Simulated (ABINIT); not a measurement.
Runs of ABINIT 10.8.3 (patched build) on PbSe. Symmetry: Pm-3m, No. 221, cubic system. Conventional cell: a = 3.784 Å, b = 3.784 Å, c = 3.784 Å, α = 90.00°, β = 90.00°, γ = 90.00°. Around Pb (site symmetry m-3m) lie 8 Se at 3.28 Å. Se (site symmetry m-3m) is surrounded by 8 Pb at 3.28 Å. Measurements of this composition are mostly on another form, of space group No. 225.

```tsv
task	level	potentials or basis	cell	cutoff (eV)	fine-grid cutoff	gap on the mesh (eV)	pressure (GPa)	V0 of scaled cells (Å³/atom)	B0 (GPa)
single point	PBE	JTH PAW PBE v2.0	as given	599	1197.3 eV	none	-0.1	-	-
single point	PBE	JTH PAW PBE v2.0	atoms moved at random, drawn with an rms of 0.05 Å	599	1197.3 eV	none	-0.1	-	-
equation of state	r2SCAN	JTH PAW PBE v2.0	as given	707	1306.15 eV	-	-	(a)	51
equation of state	PBE	JTH PAW PBE v2.0	as given	599	1197.3 eV	-	-	27.02	48
```

Alike in all rows: no spin polarisation; k mesh 7 × 7 × 7; smearing fermi-dirac 0.05 eV.

Question: Estimate the missing entries.

Answer: (a) 26.75.

Caveats: pressures at fixed basis lie under the slope of the energies (some runs); the PAW data sets were made with another functional, which shifts forces and pressure a little (some runs).

A k mesh can miss the band edges, and the runs leave out spin-orbit coupling on Pb, Se.

A gap of «none» marks a metal or a gap under the smearing width.
